**Question**

I'm looking at how the electron density at a nucleus changes when a crystal is squeezed, because this sets how a Mössbauer line shifts with pressure. The results below come from a gradient-corrected density functional without spin-orbit coupling. The value for selenium in rock-salt SnSe is still hidden from me. Can it be forecast from the other six nuclei, and how far should I trust the forecast?

Ansatz 0.2.0, PBEsol, scalar-relativistic all-electron PAW with datasets made for each crystal, cutoffs 140 to 420 eV, Fermi-Dirac smearing 0.01 to 0.05 eV, k points times cell length 26 to 54 Å. Each crystal is scaled from its given volume with its shape held. The contact density is the electron density averaged over the nucleus, which is modelled as a Gaussian.

```csv
crystal,space group,nucleus,Z,V/V(given),given volume (Å³/atom),"contact density, scaled cell less given cell (e/angstrom^3)",that over ln of the scale (e/angstrom^3)
CoSi2,225,Si,14,0.980,12.87,-0.219,10.8
Ge,194,Ge,32,0.990,22.83,-0.452,44.9
Sn,71,Sn,50,0.960,28.67,-2.12,52.0
HfN,225,N,7,1.010,11.53,0.0286,2.88
CdS,186,S,16,0.940,24.98,-0.681,11.0
SnSe,225,Se,34,0.941,27.28,?,?
CdTe,216,Te,52,0.941,35.36,-3.71,60.4
```

**Answer**

Start with the sign. The last density column divides the change by the logarithm of the volume ratio, so a positive value means that the nucleus loses density on compression. The six known nuclei do so; nitrogen gains only because its crystal was expanded. This is odd at first sight, since an s orbital pressed into less space should become denser at its centre.

Something must therefore work against the squeeze. As atoms approach, their orbitals mix more strongly, and s electrons can be drawn into p states or onto the neighbour. Only s electrons have appreciable density at the nucleus in this treatment, so that density falls when s weight leaves. Extra p charge on the atom is expected to lower it too, more weakly, by screening the s shells. In CdTe the band made mainly of Te 5s widens from 0.48 to 0.56 eV on compression, which shows the stronger coupling. It doesn't show the transfer itself, because no s populations are available.

The metal partners show that the loss is no general law. In the same runs Cd in CdTe gains density on compression, with a slope of about −35 e/Å³, while Te loses it. Hf in HfN also has a negative slope. A transfer from the nonmetal to the metal would fit this pattern, but so would an ordinary squeeze of the metal's own s electrons.

The size of the effect is easier to understand. A valence s electron dives through the inner shells and feels almost the bare nuclear charge near the centre. Its density there grows with the nuclear charge Z and with how tightly the electron is bound, and relativity raises it further. The same small transfer of s electrons therefore changes the density far more at Te than at N, where the slope is 21 times smaller.

That gives a simple model: slope = k·w. Here w is the density that one valence s electron puts at the nucleus, and k is roughly the number of s electrons lost per unit fall of ln V, where V is the volume. The Fermi–Segrè estimate is w = (Z/π)·(E/13.6 eV)^1.5 per cubic bohr, times a relativistic factor, with E the binding energy of the s level in the free atom.

For selenium, take a rough recalled E of 17 eV. The first part gives (34/π)·(17/13.6)^1.5 ≈ 15 electrons per cubic bohr. The relativistic factor of 1.5 raises this to about 23, or 154 e/Å³.

I fitted k to N, S and Te, the electronegative partners with deep s levels, and obtained 0.19. Selenium took no part in the fit. The agreement looks better than it is: Te carries most of the weight, N misses by more than half of its own value, and the atoms in CdS weren't allowed to relax. With the same k the model gives Ge only about a third of its computed slope. Ge has a shallower s level, which should mix more readily with p. Its hexagonal crystal also has overlapping bands, probably a fault of the functional, but the overlap is only 0.005 eV in the given cell and 0.07 eV in the compressed one, and it is unlikely to account for most of the misfit. Si and Sn come out too low as well, and Sn is computed here as an unusual metal with one atom per cell. Like CoSi2 and HfN, it is under tension in both cells.

The forecast for Se is therefore:

- The density falls on compression.
- The slope is about 29 e/Å³, with a range of 20 to 45.
- The density change is about −1.8 e/Å³, with a range of −1.2 to −2.7.
- The slope lies between those of S and Te and, more likely than not, below that of the lighter Ge.

The range is a judgement. Its lower side allows for nitrogen in rock-salt HfN, which loses less than the model says. Its upper side allows for a plain power law in Z through the six known nuclei, which gives 35 e/Å³.

The withheld rows as computed:

```csv
crystal,space group,nucleus,Z,V/V(given),given volume (Å³/atom),"contact density, scaled cell less given cell (e/angstrom^3)",that over ln of the scale (e/angstrom^3)
SnSe,225,Se,34,0.941,27.28,0.609,-9.93
```

The forecast fails, and it fails in the sign. Selenium gains 0.61 e/Å³ where I expected a loss of 1.8; that gain is only about two parts per million of the total density at this nucleus, and no convergence test of it is at hand. Its slope of −9.9 e/Å³ lies far outside the range and isn't between those of S and Te. It is below that of Ge, but a negative slope earns the forecast no credit for that.

The mistake lies in k. I read it as the net result of two opposing effects, the squeeze that adds density and the loss of s weight that removes it. The three nuclei in the fit happened to share one outcome, and I carried that outcome over to a different crystal. Leaving out each of them in turn gave a typical error of only about 1 e/Å³, but this tested the model within one kind of behaviour; the miss for Se is 39 e/Å³.

The factor w explains why the miss is so large. Divided by w, the slope of Se is about −0.06, against the 0.19 that I assumed. In this crude picture the balance has moved by a few tenths of an s electron per unit of ln V. A heavy nucleus turns that modest change into a large error in the density.

Why should the balance tip in SnSe? A plausible reason, found only after the reveal, is the tin partner. Cd in CdS and CdTe has a formally empty 5s shell, which can take s weight from S or Te. Tin in SnSe keeps a largely filled 5s pair. When two filled shells mix, the bonding and antibonding states are both occupied, and little net charge moves between them, although the empty Sn 5p states can still take some s weight. The squeeze of the Se 4s shell would then meet less opposition.

The table can't confirm this. Band widths don't decide it either: the Se 4s band widens from 1.23 to 1.44 eV, by about the same fraction as the Te 5s band of CdTe, yet the density moves the other way. SnSe also differs from the two Cd compounds in having six neighbours around each atom, and its small gap shrinks from 0.45 to 0.30 eV on compression, while theirs open. The mesh of k points misses the L point, and in the given cell both band edges fall at one point away from it, as expected if the bands are inverted at L; the true gap may then be smaller or closed. An inversion that deepens on compression would fill states of Sn p and Se s character, a second possible source of the gain. Six neighbours alone don't turn the sign, though: N in HfN has six as well and still loses density on compression. The analysis printed below gives the fit and its misses.

Of these nuclei only Ge, Sn and Te have Mössbauer isotopes in use, and the direction of a line shift also depends on how the nuclear radius changes in the transition; Se serves here as a test of the reasoning. In general, the nuclear charge and the s binding tell you how strongly a small shift of s electrons will show up. They don't tell you which way the density will go. That sign has to be computed for the particular nucleus in the particular crystal, even when every similar case at hand agrees. What remains open here is whether tin's filled 5s pair turns the sign, alone or together with the sixfold coordination and a possible band inversion; s populations of SnSe in both cells would be the first thing to look at.

The analysis program printed:

```
Weight of one valence s electron at the nucleus (crude):
    row  relativistic factor  density in e/angstrom^3  slope over that density
  CoSi2                1.086                    23.73                   0.4551
     Ge                1.447                    82.36                   0.5452
     Sn                2.297                    179.4                   0.2899
    HfN                1.023                    23.41                    0.123
    CdS                1.111                    53.31                   0.2064
   SnSe                 1.51                      154                 -0.06448
   CdTe                 2.44                    315.5                   0.1914
fit of slope on 3 rows (anion == 1): coefficient of w 0.1915 +/- 0.0039; rms 1.03, worst HfN 1.6, leave-one-out rms 1.07
  rows outside the fit (model, value, miss): CoSi2 4.544, 10.8, -6.26; Ge 15.77, 44.9, -29.1; Sn 34.35, 52, -17.7; SnSe 29.49, -9.93, 39.4
fit of log(slope) on 6 rows: constant -1.704 +/- 0.4, coefficient of log(Z) 1.494 +/- 0.12; rms 0.181, worst Ge -0.331, leave-one-out rms 0.275
Forecast slope for Se in SnSe, s-weight model, e/angstrom^3: 29.49
Forecast density change for Se in SnSe, e/angstrom^3: -1.793
Rival forecast of the slope, power law in Z, e/angstrom^3: 35.31
Density change at the low end of the range (slope 20), e/angstrom^3: -1.216
Density change at the high end of the range (slope 45), e/angstrom^3: -2.737
Computed density change for Se in SnSe, e/angstrom^3: 0.609
Computed slope over forecast slope for Se: -0.3367
Computed slope of Se over slope of Ge: -0.2212
Slope of Te over slope of N: 20.97
Slope of Ge over its power-law value: 1.392
Slope at the partner Cd in CdTe, e/angstrom^3: -35.35
Slope at the partner Hf in HfN, e/angstrom^3: -117.6
Width of the Te 5s band in CdTe, given cell, eV: 0.4828
Width of the Te 5s band in CdTe, compressed cell, eV: 0.5579
```
